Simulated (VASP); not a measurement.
A run of VASP 6.6.1:

File INCAR:

```
SYSTEM = TaC
PREC     = Accurate       ! precision mode
ENCUT    = 600            ! plane-wave cutoff, eV
EDIFF    = 1E-6           ! SCF threshold, eV
ISMEAR   = 1              ! smearing method
SIGMA    = 0.1            ! smearing width, eV
LREAL    = .FALSE.        ! projectors in reciprocal space
LASPH    = .TRUE.         ! aspherical terms in the spheres
NELM     = 80             ! most SCF steps
ALGO     = Normal         ! electronic algorithm
ISIF     = 3              ! what is computed and relaxed
LWAVE    = .FALSE.        ! write WAVECAR
LCHARG   = .FALSE.        ! write CHGCAR
GGA      = PS             ! functional
IBRION   = 2              ! ionic algorithm
NSW      = 90             ! ionic steps
EDIFFG   = -0.01          ! ionic threshold
PSTRESS  = 197.0
```

File KPOINTS:

```
Automatic mesh
0
G
  14 14 14
  0 0 0
```

The input POSCAR:

```
TaC
1.0
    0.0000000000      2.2230000000      2.2230000000
    2.2230000000      0.0000000000      2.2230000000
    2.2230000000      2.2230000000      0.0000000000
Ta C
1 1
Direct
    0.0000000000      0.0000000000      0.0000000000
    0.5000000000      0.5000000000      0.5000000000
```

Potentials or basis: VASP PAW PBE potentials, release 64 (Ta_pv, C).

Run with:

```console
$ cat potpaw_PBE.64/Ta_pv/POTCAR potpaw_PBE.64/C/POTCAR > POTCAR
$ mpirun -np 1 vasp_std > vasp.out
```

Hardware: 1 thread of Intel(R) Xeon(R) 6975P-C (Granite Rapids), with other jobs on the host.

Problem. Estimate the wall time of this run.

Solution. It took 76 s on 1 thread of Intel(R) Xeon(R) 6975P-C (Granite Rapids), with other jobs on the host, peak memory 0.19 GiB. Counts: scf iterations 47, k points 104, ion steps 7.
